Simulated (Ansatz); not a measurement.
Write the native input for Ansatz 0.2.0 that does the following.

```yaml
Task: single point
Functional: PBE
Potentials_or_basis: all-electron LAPW, scalar-relativistic
Cutoff: 257 eV (chosen from the basis error)
Basis_error_allowed: 0.001 eV/atom
k_mesh: 10 × 10 × 10
Occupations: fermi-dirac, width 0.05 eV
Spin: no spin polarisation
```

The system is Ga.

```
Ga
1.0
     2.68064   -0.02635    0.04814
    -0.02635    2.74416    0.02683
     0.04814    0.02683    2.72643
Ga
1
Cartesian
  -0.0140 0.0288 -0.0016
```

The cell isn't the ideal one: cell strained at random at fixed volume.

One way to write it, as run:

input.yaml

```yaml
crystal:
  lattice:
    - [2.680635, -0.026354, 0.048141]
    - [-0.026354, 2.744162, 0.026825]
    - [0.048141, 0.026825, 2.726429]
  atoms:
    - { symbol: Ga, position: [-0.005125, 0.010445, -0.000595] }
kpoints:
  mp_grid: { grid: [10, 10, 10] }
scf:
  occupations: { method: fermi_dirac, width: 0.05 }
hamiltonian:
  xc: pbe
  pseudopotentials: { kind: all_electron, lapw: { basis_error: 0.001 } }
output:
  forces: true
  stress: true
  eigenvalues: true
  populations: true
```

Potentials or basis: all-electron LAPW, scalar-relativistic.

Launch:

```sh
$ ansatz run input.yaml --threads 1 --pin off --max-ram 3072MiB --backend cpu --events-out ev --progress --plain --runs-dir out
```

It gave:

```
Pressure               : 0.2 GPa
Band gap on the k mesh : none (metal or under the smearing width)
```

Run time: 27 s on 1 thread of Arm Neoverse V2, on a shared host, peak memory 0.53 GiB.
